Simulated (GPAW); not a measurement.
Runs of GPAW 26.7.0 on ZnS. The structure is cubic, space group F-43m (No. 216). Conventional cell: a = 5.404 Å, b = 5.404 Å, c = 5.404 Å, α = 90.00°, β = 90.00°, γ = 90.00°. Zn (site symmetry -43m) is surrounded by 4 S at 2.34 Å. S (site symmetry -43m) has 4 Zn at 2.34 Å as nearest neighbours. 

```csv
task,level,potentials or basis,k mesh,cutoff (eV),maxiter,band path,band points,other keys,mesh quality,gap on the mesh (eV),pressure (GPa)
single point,PBE,"GPAW PAW data sets (gpaw-data 1.2.1), pw",7 × 7 × 7,1200,100,-,-,"several, not listed",not flagged,2.10,1.7
band structure,LDA,"PAW data sets generated in the run's folder for this functional, pw",7 × 7 × 7,600,150,"GXWKGLUWLK,UX",80,-,not flagged,1.86,(b)
single point,PBEsol0,"GPAW PAW data sets (gpaw-data 1.2.1), pw",3 × 3 × 3,450,60,-,-,-,coarse,3.96,-
band structure,MS2,"GPAW PAW data sets (gpaw-data 1.2.1), pw",7 × 7 × 7,600,150,"GXWKGLUWLK,UX",60,-,not flagged,2.46,-0.4
band structure,PBE,"PAW data sets generated in the run's folder for this functional, pw",7 × 7 × 7,600,150,"GXWKGLUWLK,UX",80,-,not flagged,2.10,(a)
band structure,PBEsol,"PAW data sets generated in the run's folder for this functional, pw",7 × 7 × 7,600,150,"GXWKGLUWLK,UX",80,-,not flagged,1.97,(c)
```

Alike in all rows: no spin polarisation; cell as given; smearing fermi-dirac 0.05 eV.

**Question.** Fill in the values left out.

**Answer.** (a) 1.6; (b) -4.9; (c) -2.0.

Caveats: some runs use coarse meshes; the PAW data sets were made with another functional, which shifts forces and pressure a little (some runs); exact exchange converges slowly with the k mesh, and this mesh is small (some runs).

